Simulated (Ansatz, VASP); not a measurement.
## Two plane-wave programs on CdSe

```
Cd Se
1.0
     0.00000    3.03516    3.03516
     3.03516    0.00000    3.03516
     3.03516    3.03516    0.00000
Cd Se
1 1
Direct
  0.00000 0.00000 0.00000
  0.75000 0.75000 0.75000
```

Alike in both runs: task single point; functional PBE; k mesh 10 × 10 × 10; occupations gaussian, width 0.02 eV; no spin polarisation.

```csv
,VASP,Ansatz
version,VASP 6.6.1,Ansatz 0.2.0
potentials or method,"VASP PAW PBE potentials, release 64 (Cd, Se)","scalar-relativistic, plane waves, PAW"
plane-wave cutoff (eV),520,420
valence electrons in the cell,18,36
```

Ansatz gave:

| Property | Result |
| --- | --- |
| gap on the k mesh at the Fermi level (eV) | 0.62 |
| least direct gap on the mesh (eV) | 0.62 |
| pressure (GPa) | 3.2 |

Question: Which values does VASP return?

Answer: gap on the k mesh at the Fermi level (eV): 0.62; least direct gap on the mesh (eV): 0.62; pressure (GPa): 3.5.

The two sets of potentials don't hold the same shells in valence.

PBE gaps usually lie below the measured ones, often by a third to a half.
